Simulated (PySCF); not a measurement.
Structure with atom numbers: `[CH:1]1=[CH:2][C@H:3]2[CH:4]=[CH:5][C@@H:6]1[CH2:7]2` (H(Xn): hydrogen on atom n).

- PBE0-D3(BJ)/def2-SVP geometry
- J couplings at B3LYP/pcJ-1 (without the spin–dipole term)
- NMR shieldings at HF/pcSseg-2/GIAO
- program: PySCF 2.14.0 with density-fitted response routines
- no solvent, a single conformation, relativity neglected, averaged over atoms made equivalent by symmetry, fast rotation or ring inversion

Q: Predict the 2D correlation tables (HSQC, COSY, HMBC).

A: 

HSQC (one-bond C–H):
```tsv
δH	δC	$^{1}J$(C,H) (Hz)
7.25 (H(C1)/H(C2)/H(C4)/H(C5))	159.6 (C1/C2/C4/C5)	184
3.13 (H(C3)/H(C6))	46.7 (C3/C6)	153
1.84 (H(C7))	75.2 (C7)	142
```

COSY cross peaks (|J| ≥ 2 Hz):
```tsv
δH	δH	abs. J (Hz)	bonds
7.25 (H(C1)/H(C2)/H(C4)/H(C5))	3.13 (H(C3)/H(C6))	3.5	3
```

HMBC (two and three bonds, |J| ≥ 2.5 Hz):
```tsv
δH	δC [abs. J in Hz]
7.25 (H(C1)/H(C2)/H(C4)/H(C5))	159.6 (C1/C2/C4/C5) [5.1], 75.2 (C7) [3.1], 46.7 (C3/C6) [8.8]
3.13 (H(C3)/H(C6))	159.6 (C1/C2/C4/C5) [5.3], 46.7 (C3/C6) [9.2]
1.84 (H(C7))	159.6 (C1/C2/C4/C5) [8.0]
```

δ = σ(ref) − σ, references computed at the same level: TMS for $^{1}$H, $^{13}$C.

Unscaled 3J(H,H) at this level run about 10 % above measured values. Shifts are as computed, not scaled to solution data. Of 1211 compounds with measured shifts, 218 miss one by over three times the rms of a fit or turn the order of signals round; such compounds aren't used in these exercises.
